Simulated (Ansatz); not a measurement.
Isolated molecules relaxed with PBE0-D4/def2-TZVP in Ansatz; ΔE leaves out vibrations. CBS: MP2 limit from def2 TZ/QZ plus the TZ coupled-cluster correction, frozen cores. This one scheme is used for every species. Functionals use def2-TZVPP. B3LYP here is the variant with VWN-RPA as its local correlation; programs differ in this. Each species was taken in one conformer, which may not be the lowest.

`CB(Cl)/N=C\Cl` + `CC(=O)O` → `CB(Cl)OC(C)=O` + `N=CCl`  (ligand exchange at a B–N bond)

```tsv
level	ΔE (kJ/mol)	difference from CCSD(T)/CBS
r2SCAN-D4	4.0	10.4
PBE0-D4	5.2	11.6
B3LYP-D4	3.7	10.1
ωB97X-V	-6.5	-0.1
ωB97M-V	-5.7	0.7
r2SCAN	4.3	10.7
PBE0	5.7	12.1
B3LYP	4.8	11.2
HF/def2-TZVPP	-15.1	-8.7
SCS-MP2/def2-TZVPP	-5.1	1.3
CCSD/def2-TZVPP	-9.9	-3.5
CCSD(T)/def2-TZVPP	-8.1	-1.7
SCS-MP2/def2-QZVPP	-4.5	1.9
HF/CBS(def2)	-16.2	-9.8
MP2/CBS(def2)	0.3	6.7
CCSD/CBS(def2)	-8.2	-1.8
CCSD(T)/CBS	-6.4	0
```

Largest T1 diagnostic among the species: 0.015.

In def2-TZVPP, CCSD(T) changes the Hartree–Fock value by +7.0 kJ/mol (the triples alone add +1.8 kJ/mol) and MP2 by +13.7 kJ/mol. From PBE to PBE0 (25 % exact exchange), in def2-TZVPP and without D4, ΔE moves by −6.7 kJ/mol.

CCSD(T)/CBS has its own doubt, a few kJ/mol and more with outer-core shells, so smaller differences from it don't rank the levels.
